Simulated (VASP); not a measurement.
# ZrB (Fm-3m) in VASP: notebook

Runs on ZrB. Level: PBE. Tasks: single point, relaxation of cell and atoms.

All numbers are computed with VASP 6.6.1; they aren't measurements. Logs are shortened: lines on timing, memory, paths and dates and some standing lists are left out, and cuts for length are marked.

## (1) The structure

The structure is cubic, space group Fm-3m (No. 225). The conventional cell has a = 4.650 Å, b = 4.650 Å, c = 4.650 Å, α = 90.00°, β = 90.00°, γ = 90.00°. Zr (site symmetry m-3m) is surrounded by 6 B at 2.33 Å. Around B (site symmetry m-3m) lie 6 Zr at 2.33 Å.

## (2) Single point, PBE

Contents of INCAR:

```
PREC = Accurate
ENCUT = 520
EDIFF = 1E-7
ISMEAR = 0
SIGMA = 0.1
LREAL = F
LASPH = T
NELM = 100
ALGO = Normal
ISIF = 2
LWAVE = F
LCHARG = F
GGA = PE
NBANDS = 14
```

Contents of KPOINTS:

```
regular mesh
0
Gamma
  6 6 6
```

Contents of POSCAR:

```
ZrB
1.0
    0.0000000000      2.3250000000      2.3250000000
    2.3250000000      0.0000000000      2.3250000000
    2.3250000000      2.3250000000      0.0000000000
Zr B
1 1
Direct
    0.0000000000      0.0000000000      0.0000000000
    0.5000000000      0.5000000000      0.5000000000
```

Potentials or basis: VASP PAW PBE potentials, release 64 (Zr_sv, B).

Run with:

```console
cat potpaw_PBE.64/Zr_sv/POTCAR potpaw_PBE.64/B/POTCAR > POTCAR
mpirun -np 1 vasp_std > vasp.out
```

OUTCAR:

```text
PREC = Accurate
   ENCUT = 520
   EDIFF = 1E-7
   ISMEAR = 0
   LREAL = F
   LASPH = T
   NELM = 100
   ISIF = 2
   GGA = PE

 ion  position               nearest neighbor table
   1  0.000  0.000  0.000-   2 2.33   2 2.33   2 2.33   2 2.33   2 2.33   2 2.33
   2  0.500  0.500  0.500-   1 2.33   1 2.33   1 2.33   1 2.33   1 2.33   1 2.33

  LATTYP: Found a face centered cubic cell.
 ALAT       =     4.6500000000

  Lattice vectors:

 A1 = (   0.0000000000,   2.3250000000,   2.3250000000)
 A2 = (   2.3250000000,   0.0000000000,   2.3250000000)
 A3 = (   2.3250000000,   2.3250000000,   0.0000000000)

Analysis of symmetry for initial positions (statically):
=====================================================================
 Subroutine PRICEL returns:
 Original cell was already a primitive cell.

 Routine SETGRP: Setting up the symmetry group for a
 face centered cubic supercell.

 Subroutine GETGRP returns: Found 48 space group operations
 (whereof 48 operations were pure point group operations)
 out of a pool of 48 trial point group operations.

The static configuration has the point symmetry O_h .

Analysis of symmetry for dynamics (positions and initial velocities):
=====================================================================
 Subroutine PRICEL returns:
 Original cell was already a primitive cell.

 Routine SETGRP: Setting up the symmetry group for a
 face centered cubic supercell.

 Subroutine GETGRP returns: Found 48 space group operations
 (whereof 48 operations were pure point group operations)
 out of a pool of 48 trial point group operations.

The dynamic configuration has the point symmetry O_h .

 Subroutine INISYM returns: Found 48 space group operations
 (whereof 48 operations are pure point group operations),
 and found     1 'primitive' translations

----------------------------------------------------------------------------------------

                                     Primitive cell

  volume of cell :      25.1362

  direct lattice vectors                    reciprocal lattice vectors
     0.000000000  2.325000000  2.325000000    -0.215053763  0.215053763  0.215053763
     2.325000000  0.000000000  2.325000000     0.215053763 -0.215053763  0.215053763
     2.325000000  2.325000000  0.000000000     0.215053763  0.215053763 -0.215053763

  length of vectors
     3.288046533  3.288046533  3.288046533     0.372484045  0.372484045  0.372484045

  position of ions in fractional coordinates (direct lattice)
     0.000000000  0.000000000  0.000000000
     0.500000000  0.500000000  0.500000000

  ion indices of the primitive-cell ions
   primitive index   ion index
                 1           1
                 2           2

----------------------------------------------------------------------------------------

 KPOINTS: regular mesh

Automatic generation of k-mesh.
 Grid dimensions read from file:
 generate k-points for:    6    6    6

 Generating k-lattice:

  Cartesian coordinates                     Fractional coordinates (reciprocal lattice)
    -0.035842294  0.035842294  0.035842294     0.166666667  0.000000000  0.000000000
     0.035842294 -0.035842294  0.035842294     0.000000000  0.166666667  0.000000000
     0.035842294  0.035842294 -0.035842294     0.000000000  0.000000000  0.166666667

  Length of vectors
     0.062080674  0.062080674  0.062080674

  Shift w.r.t. Gamma in fractional coordinates (k-lattice)
     0.000000000  0.000000000  0.000000000

 Subroutine IBZKPT returns following result:
 ===========================================

 Found     16 irreducible k-points:

 Following reciprocal coordinates:
            Coordinates               Weight
  0.000000  0.000000  0.000000      1.000000
  0.166667  0.000000  0.000000      8.000000
  0.333333  0.000000  0.000000      8.000000
  0.500000  0.000000  0.000000      4.000000
  0.166667  0.166667  0.000000      6.000000
  0.333333  0.166667  0.000000     24.000000
[... 8 lines left out ...]
 -0.333333  0.333333  0.166667     24.000000
 -0.333333  0.500000  0.166667     12.000000
   k-points           NKPTS =     16   k-points in BZ     NKDIM =     16   number of bands    NBANDS=     14
   number of dos      NEDOS =    301   number of ions     NIONS =      2
   total plane-waves  NPLWV =  13824
   dimension x,y,z NGX =    24 NGY =   24 NGZ =   24
   dimension x,y,z NGXF=    48 NGYF=   48 NGZF=   48
   ions per type =               1   1
   NGX,Y,Z   is equivalent  to a cutoff of  12.13, 12.13, 12.13 a.u.
   NGXF,Y,Z  is equivalent  to a cutoff of  24.27, 24.27, 24.27 a.u.
 SYSTEM =  unknown system
   PREC   = accura    normal or accurate (medium, high low for compatibility)
   ISTART =      0    job   : 0-new  1-cont  2-samecut
   ICHARG =      2    charge: 1-file 2-atom 10-const
   ISPIN  =      1    spin polarized calculation?
   LNONCOLLINEAR =      F non collinear calculations
   LSORBIT =      F    spin-orbit coupling
   LASPH  =      T    aspherical Exc in radial PAW
   ENCUT  =  520.0 eV  38.22 Ry    6.18 a.u.   6.11  6.11  6.11*2*pi/ulx,y,z
   NELM   =    100;   NELMIN=  2; NELMDL= -5     # of ELM steps
   EDIFF  = 0.1E-06   stopping-criterion for ELM
   LREAL  =      F    real-space projection
   EDIFFG = 0.1E-05   stopping-criterion for IOM
   NSW    =      0    number of steps for IOM
   IBRION =     -1    ionic relax: 0-MD 1-quasi-New 2-CG
   NFREE  =      0    steps in history (QN), initial steepest desc. (CG)
   ISIF   =      2    stress and relaxation
   ISYM   =      2    0-nonsym 1-usesym 2-fastsym
   POTIM  = 0.5000    time-step for ionic-motion
   TEBEG  =    0.0;   TEEND  =   0.0 temperature during run
   PSTRESS=    0.0 pullay stress
   NELECT =      15.0000    total number of electrons
   NUPDOWN=      -1.0000    fix difference up-down
   EMIN   =  10.00;   EMAX   =-10.00  energy-range for DOS
   EFERMI =   0.00;   METHOD = LEGACY
   ISMEAR =     0;   SIGMA  =   0.10  broadening in eV -4-tet -1-fermi 0-gaus
   EFERMI_NEDOS =   21; number of points for ismear=-14 and -15
   IALGO  =     38    algorithm
   IMIX   =      4    mixing-type and parameters
     AMIX     =   0.40;   BMIX     =  1.00
     AMIX_MAG =   1.60;   BMIX_MAG =  1.00
  volume/ion in A,a.u.               =      12.57        84.81
  Fermi-wavevector in a.u.,A,eV,Ry     =   1.378285  2.604581 25.846565  1.899669
  Thomas-Fermi vector in A             =   2.503360
   LORBIT       =      0    0 simple, 1 ext, 2 COOP (PROOUT), +10 PAW based schemes
   GGA     = PE    functional components
   LHFCALC =     F    Hartree Fock is set to
   AEXX    =    0.0000 exact exchange contribution
   IVDW    =     0    specifies the selected vdW correction
   LEPSILON=     F    determine dielectric tensor
   LRPA    =     F    only Hartree local field effects (RPA)
 non-spin polarized calculation
 Gauss-broadening in eV      SIGMA  =   0.10
  energy-cutoff  :      520.00
  volume of cell :       25.14
 maximum number of plane-waves:       700
   NGX = 13   NGY = 13   NGZ = 13

 number of electron      15.0000000 magnetization

 Free energy of the ion-electron system (eV)
  ---------------------------------------------------
  ext. energy  EPLUGINS =         0.00000000
  ---------------------------------------------------
  free energy    TOTEN  =       -15.59507269 eV

  energy without entropy =      -15.58570293  energy(sigma->0) =      -15.59038781

 E-fermi :   8.8382     XC(G=0): -12.2216

 val. band max:        8.8134493516   @ k =   0.5000   0.3333   0.1667
 cond. band min:       9.2838099711   @ k =   0.1667   0.0000   0.0000
 fundamental gap:      0.4703606194
 Fermi energy:         8.8382034108

 k-point     1 :       0.0000    0.0000    0.0000
  band No.  band energies     occupation
      1     -37.7629      2.00000
      2     -15.5028      2.00000
      3     -15.5028      2.00000
      4     -15.5028      2.00000
      5       0.6884      2.00000
      6      10.9407      0.00000
      7      10.9407      0.00000
      8      10.9407      0.00000
      9      12.7176      0.00000
     10      12.7176      0.00000
     11      12.8368      0.00000
     12      12.8368      0.00000
     13      12.8368      0.00000
     14      20.1606      0.00000

 k-point     2 :       0.1667    0.0000    0.0000
  band No.  band energies     occupation
      1     -37.7332      2.00000
      2     -15.7562      2.00000
      3     -15.5265      2.00000
      4     -15.5265      2.00000
      5       1.4163      2.00000
      6       9.2838      0.00000
      7       9.8281      0.00000
      8       9.8281      0.00000
      9      11.8736      0.00000
     10      11.8736      0.00000
     11      13.5287      0.00000
     12      16.2619      0.00000
     13      16.2619      0.00000
     14      21.8015      0.00000

 k-point     3 :       0.3333    0.0000    0.0000
  band No.  band energies     occupation
      1     -37.6730      2.00000
      2     -16.2321      2.00000
      3     -15.5733      2.00000
      4     -15.5733      2.00000
      5       3.1482      2.00000
      6       7.0817      2.00000
      7       8.1782      2.00000
      8       8.1782      2.00000
      9      13.5242      0.00000
     10      13.5242      0.00000
     11      14.5140      0.00000
     12      20.0718      0.00000
     13      20.0718      0.00000
     14      20.4858      0.00000
[... 188 lines left out ...]
 k-point    15 :      -0.3333    0.3333    0.1667
  band No.  band energies     occupation
      1     -37.6123      2.00000
      2     -16.2314      2.00000
      3     -15.9806      2.00000
      4     -15.7438      2.00000
      5       3.8706      2.00000
      6       6.6910      2.00000
      7       8.0941      2.00000
      8       8.5184      1.99999
      9      13.9144      0.00000
     10      14.0885      0.00000
     11      15.9952      0.00000
     12      18.8230      0.00000
     13      19.5880      0.00000
     14      22.3746      0.00000

 k-point    16 :      -0.3333    0.5000    0.1667
  band No.  band energies     occupation
      1     -37.6021      2.00000
      2     -16.2331      2.00000
      3     -15.9700      2.00000
      4     -15.8431      2.00000
      5       3.2064      2.00000
      6       7.8911      2.00000
      7       8.3239      2.00000
      8       8.7753      1.62656
      9      12.9514      0.00000
     10      15.3021      0.00000
     11      15.9600      0.00000
     12      16.8486      0.00000
     13      19.3371      0.00000
     14      24.0200      0.00000

------------------------ aborting loop because EDIFF is reached ----------------------------------------

  FORCE on cell =-STRESS in cart. coord.  units (eV):
  Direction    XX          YY          ZZ          XY          YZ          ZX
  --------------------------------------------------------------------------------------
  -------------------------------------------------------------------------------------
  Total        5.5008151      5.5008151      5.5008151      0.0000000      0.0000000      0.0000000
  in kB      350.6216737    350.6216737    350.6216737      0.0000000      0.0000000      0.0000000
  external PRESSURE =     350.6216737 kB  Pullay stress =       0.0000000 kB

 VOLUME and BASIS-vectors are now :
 -----------------------------------------------------------------------------
  energy-cutoff  :      520.00
  volume of cell :       25.14
      direct lattice vectors                 reciprocal lattice vectors
     0.000000000  2.325000000  2.325000000    -0.215053763  0.215053763  0.215053763
     2.325000000  0.000000000  2.325000000     0.215053763 -0.215053763  0.215053763
     2.325000000  2.325000000  0.000000000     0.215053763  0.215053763 -0.215053763

 POSITION                                       TOTAL-FORCE (eV/Angst)
 -----------------------------------------------------------------------------------
      0.00000      0.00000      0.00000        -0.000000      0.000000      0.000000
      2.32500      2.32500      2.32500         0.000000      0.000000     -0.000000
 -----------------------------------------------------------------------------------
    total drift:                                0.000000     -0.000000     -0.000000

  FREE ENERGIE OF THE ION-ELECTRON SYSTEM (eV)
  ---------------------------------------------------
  free  energy   TOTEN  =       -15.5950726936 eV

  energy  without entropy=      -15.5857029300  energy(sigma->0) =      -15.59038781
```

Wall time 4.9 s (1 thread of Intel Xeon 6975P-C (Granite Rapids), shared host); peak memory 0.14 GiB.

Results:

| Quantity | Value |
| --- | --- |
| Free energy | -15.5951 eV |
| Pressure | 35.1 GPa |
| Band gap on the k mesh | none (metal or under the smearing width) |

Levels at points of the mesh, in eV from the Fermi level:
| k point | band 4 | band 5 | band 6 | band 7 | band 8 | band 9 | band 10 | band 11 | band 12 | band 13 |
| --- | --- | --- | --- | --- | --- | --- | --- | --- | --- | --- |
| (0.00, 0.00, 0.00) | -24.34 | -8.15 | 2.10 | 2.10 | 2.10 | 3.88 | 3.88 | 4.00 | 4.00 | 4.00 |
| (0.50, 0.00, 0.00) | -24.43 | -4.01 | -3.43 | -1.23 | -1.23 | 5.95 | 5.95 | 7.55 | 8.44 | 13.57 |
| (0.50, 0.50, 0.00) | -24.67 | -6.32 | -0.94 | -0.12 | 2.73 | 2.73 | 5.65 | 7.11 | 7.11 | 10.85 |

Caveat: the k mesh is coarse (spacing up to 0.39 Å⁻¹), so the values aren't converged; a pressure of tens of GPa on the cell as given is suspect, and the run, the potentials or the cell itself is likely at fault.

## (3) Single point, PBE

This run uses another cell than the first one, of 14.74 Å³/atom, 1.173 times its volume.

Contents of INCAR:

```
PREC = Accurate ; ENCUT = 520
EDIFF = 1E-6 ; ISMEAR = 0
SIGMA = 0.1 ; LREAL = False
LASPH = True ; NELM = 100
ALGO = Normal ; ISIF = 2
LWAVE = False ; LCHARG = False
GGA = PE ; NBANDS = 14
```

Contents of KPOINTS:

```
Automatic mesh
0
Gamma
  14 14 14
```

Contents of POSCAR:

```
ZrB
1.0
    0.0000000000      2.4520505251      2.4520505251
    2.4520505251      0.0000000000      2.4520505251
    2.4520505251      2.4520505251      0.0000000000
Zr B
1 1
Direct
    0.0000000000      0.0000000000      0.0000000000
    0.5000000000      0.5000000000      0.5000000000
```

Potentials or basis: VASP PAW PBE potentials, release 64 (Zr_sv, B).

Run with:

```console
cat potpaw_PBE.64/Zr_sv/POTCAR potpaw_PBE.64/B/POTCAR > POTCAR
mpirun -np 1 vasp_std > vasp.out
```

Run time: 38 s. Hardware: 1 thread of Intel Xeon Platinum 8488C (Sapphire Rapids), shared host; peak memory 0.18 GiB.

The run converged. Its results:

| Quantity | Value |
| --- | --- |
| Free energy | -16.0062 eV |
| Pressure | 0.1 GPa |
| Band gap on the k mesh | none (metal or under the smearing width) |

Levels at points of the mesh, in eV from the Fermi level:
| k point | band 4 | band 5 | band 6 | band 7 | band 8 | band 9 | band 10 | band 11 | band 12 | band 13 |
| --- | --- | --- | --- | --- | --- | --- | --- | --- | --- | --- |
| (0.00, 0.00, 0.00) | -25.31 | -8.04 | 1.74 | 1.74 | 1.74 | 3.13 | 3.13 | 3.42 | 3.42 | 3.42 |
| (0.50, 0.00, 0.00) | -25.37 | -4.19 | -3.80 | -1.16 | -1.16 | 4.81 | 4.81 | 6.08 | 7.49 | 11.28 |
| (0.50, 0.50, 0.00) | -25.50 | -6.10 | -0.79 | -0.77 | 2.04 | 2.04 | 4.55 | 5.72 | 5.72 | 8.57 |

## (4) Relaxation of cell and atoms, PBE

This run uses another cell than the first one, of 14.73 Å³/atom, 1.172 times its volume.

Contents of INCAR:

```
ALGO = Fast
EDIFF = 1E-6
EDIFFG = -0.005
ENCUT = 600
GGA = PE
IBRION = 2
ISIF = 3
ISMEAR = 0
LASPH = True
LCHARG = False
LREAL = False
LWAVE = False
NELM = 100
NSW = 100
PREC = Accurate
SIGMA = 0.1
```

Contents of KPOINTS:

```
k-points
0
Gamma
  14 14 14
```

Contents of POSCAR:

```
ZrB
1.0
    0.0000000000      2.4515843377      2.4515843377
    2.4515843377      0.0000000000      2.4515843377
    2.4515843377      2.4515843377      0.0000000000
Zr B
1 1
Direct
    0.0000000000      0.0000000000      0.0000000000
    0.5000000000      0.5000000000      0.5000000000
```

Run with:

```console
cat potpaw_PBE.64/Zr_sv/POTCAR potpaw_PBE.64/B/POTCAR > POTCAR
mpirun -np 1 vasp_std > vasp.out
```

It took 76 s on 1 thread of Intel Xeon Platinum 8488C (Sapphire Rapids), shared host; peak memory 0.19 GiB.

The run converged. Its results:

| Item | Value |
| --- | --- |
| Free energy | -16.0068 eV |
| Relaxed volume | 14.76 Å³/atom |
| Relaxed cell | a = 3.469 Å, b = 3.469 Å, c = 3.469 Å, α = 60.00°, β = 60.00°, γ = 60.00° |
| Space group after relaxing (to 0.05 Å) | Fm-3m (No. 225) |
| Energy gained by relaxing | 0.0 meV/atom |
| Ionic steps | 3 |
| Pressure after relaxing | 0.0 GPa |
| Band gap on the k mesh | none (metal or under the smearing width) |

Final structure:
```
CELL_PARAMETERS angstrom
0.00000 2.45272 2.45272
2.45272 0.00000 2.45272
2.45272 2.45272 0.00000
ATOMIC_POSITIONS crystal
Zr 0.00000 0.00000 0.00000
B 0.50000 0.50000 0.50000
```

Levels at points of the mesh, in eV from the Fermi level:
```tsv
k point	band 6	band 7	band 8	band 9	band 10	band 11
(0.00, 0.00, 0.00)	1.74	1.74	1.74	3.13	3.42	3.42
(0.50, 0.00, 0.00)	-3.80	-1.16	-1.16	4.80	4.80	6.07
(0.50, 0.50, 0.00)	-0.80	-0.77	2.04	2.04	4.54	5.71
```

## (5) Summary

```csv
task,cell,k mesh,cutoff (eV),mesh quality,gap on the mesh (eV),pressure (GPa)
single point,"Fm-3m, 12.57 Å³/atom",6 × 6 × 6,520,coarse,none,35.1
single point,"Fm-3m, 14.74 Å³/atom",14 × 14 × 14,520,not flagged,none,0.1
relaxation of cell and atoms,relaxed,14 × 14 × 14,600,not flagged,none,0.0
```

Alike in all rows: level PBE; potentials or basis VASP PAW PBE potentials, release 64 (Zr_sv, B); no spin polarisation; smearing gaussian 0.1 eV.

Caveats: some runs use coarse meshes; a pressure of tens of GPa on the cell as given is suspect, and the run, the potentials or the cell itself is likely at fault (some runs).

Absolute energies hang on the potentials; compare differences alone.
